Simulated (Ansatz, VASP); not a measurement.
**Two plane-wave programs on TaN**

The input INCAR:

```
  PREC = Accurate
  ENCUT = 520
  EDIFF = 1E-6
  ISMEAR = -1
  SIGMA = 0.05
  LREAL = F
  LASPH = T
  NELM = 150
  ALGO = Normal
  ISIF = 2
  LWAVE = F
  LCHARG = F
  LMAXMIX = 4
  LDAU = T
  LDAUTYPE = 2
  LDAUL = 2 -1
  LDAUU = 5 0
  LDAUJ = 0 0
  LDAUPRINT = 1
  GGA = CA
  NBANDS = 15
```

The input KPOINTS:

```
regular mesh
0
Gamma
  10 10 9
```

The input POSCAR:

```
TaN
1.0
    2.9380000000      0.0000000000      0.0000000000
   -1.4690000000      2.5443826363      0.0000000000
    0.0000000000      0.0000000000      2.8830000000
Ta N
1 1
Direct
    0.0000000000      0.0000000000      0.5000000000
    0.6666666667      0.3333333333      0.0000000000
```

The input input.yaml:

```yaml
crystal:
  lattice:
    - [2.938, 0.0, 0.0]
    - [-1.469, 2.5443826363, 0.0]
    - [0.0, 0.0, 2.883]
  atoms:
    - { symbol: Ta, position: [0.0, 0.0, 0.5] }
    - { symbol: "N", position: [0.6666666667, 0.3333333333, 0.0] }
hamiltonian:
  xc: lda
  pseudopotentials: { kind: paw }
  hubbard: { sites: [{ species: Ta, l: d, u_eff: 5.0 }] }
kpoints:
  mp_grid: { grid: [10, 10, 9] }
  band_path:
    path:
      - [[0.0, 0.0, 0.0], [0.5, 0.0, 0.0], [0.3333333333, 0.3333333333, 0.0], [0.0, 0.0, 0.0], [0.0, 0.0, 0.5], [0.5, 0.0, 0.5], [0.3333333333, 0.3333333333, 0.5], [0.0, 0.0, 0.5]]
      - [[0.5, 0.0, 0.5], [0.5, 0.0, 0.0]]
      - [[0.3333333333, 0.3333333333, 0.0], [0.3333333333, 0.3333333333, 0.5]]
    npoints: 14
scf:
  occupations: { method: fermi_dirac, width: 0.05 }
  n_extra_bands: 6
output:
  forces: true
  stress: true
  eigenvalues: true
  fatbands: false
  write_density: true
  write_potential: true
  elf: true
  volumetric_format: npy
```

Alike in both runs: functional LDA; k mesh 10 × 10 × 9; occupations fermi-dirac, width 0.05 eV; no spin polarisation; Hubbard terms Ta d U = 5.0 eV.

|  | VASP | Ansatz |
| --- | --- | --- |
| version | VASP 6.6.1 | Ansatz 0.2.0 |
| potentials or method | VASP PAW LDA potentials, release 64 (Ta_pv, N) | Ansatz PAW |
| plane-wave cutoff (eV) | 520 | 420 |
| valence electrons in the cell | 16 | 18 |
| task | single point | band structure |

VASP gave:

```
gap on the k mesh at the Fermi level (eV)       : none
pressure (GPa)                                  : 6.4
largest component of the traceless stress (GPa) : 0.31
```

**Question.** What did Ansatz give for the same quantities?

**Answer.** gap on the k mesh at the Fermi level (eV): none; pressure (GPa): -6.9; largest component of the traceless stress (GPa): 2.60.

The programs project onto different local orbitals, so the same U acts differently. A gap of «none» marks a metal or a gap that the smearing closes. The two sets of potentials don't hold the same shells in valence.

Caveats: U without spin polarisation on a metal has little footing; the pressure holds a Pulay correction of +0.6 GPa for the finite cutoff (Ansatz); spin-orbit coupling is left out, which moves the levels of the heavy elements (Ansatz); the PAW data sets come from PBE, with cores solved anew for the run's functional, which leaves a small shift of forces and pressure (Ansatz). Spin-orbit coupling is left out, which matters for the levels of Ta.
